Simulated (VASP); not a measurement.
Input of a VASP 6.6.1 run:

Contents of INCAR:

```
SYSTEM = SnO
ALGO = Normal
EDIFF = 1E-6
ENCUT = 520
GGA = PS
ISIF = 2
ISMEAR = 0
LASPH = .TRUE.
LCHARG = .FALSE.
LREAL = .FALSE.
LWAVE = .FALSE.
NBANDS = 28
NELM = 100
PREC = Accurate
SIGMA = 0.01
```

KPOINTS

```
k-points
0
G
  4 2 3
  0 0 0
```

POSCAR

```
SnO
1.0
    3.3493989879      0.0000000000      0.0000000000
    0.0000000000      5.6646273613      0.0000000000
    0.0000000000      0.0000000000      4.2149216230
Sn O
2 2
Direct
    0.9891500000      0.2072700000      0.5201300000
    0.4867500000      0.7625300000      0.9855500000
    0.0067200000      0.8917900000      0.7603100000
    0.4834700000      0.1168400000      0.2551800000
```

Potentials or basis: VASP PAW PBE potentials, release 64 (Sn_d, O).

Launch:

```console
$ cat potpaw_PBE.64/Sn_d/POTCAR potpaw_PBE.64/O/POTCAR > POTCAR
$ mpirun -np 1 vasp_std > vasp.out
```

**Question.** Estimate the band gap on the k mesh.

**Answer.** 1.44 eV, indirect (least direct gap 2.29 eV).

**Question.** What does it give for the largest force?

**Answer.** 1.999 eV/Å.

Stress tensor (GPa, compression positive):
```
 5.18 -0.84  0.95
-0.84  2.84 -3.88
 0.95 -3.88  3.22
```

Caveat: the k mesh is coarse (spacing up to 0.55 Å⁻¹), so the values aren't converged; the PAW data sets were made with another functional, which shifts forces and pressure a little; spin-orbit coupling is left out, which moves the levels of the heavy elements; an odd mesh through Γ misses points on the zone boundary, where band edges often lie.
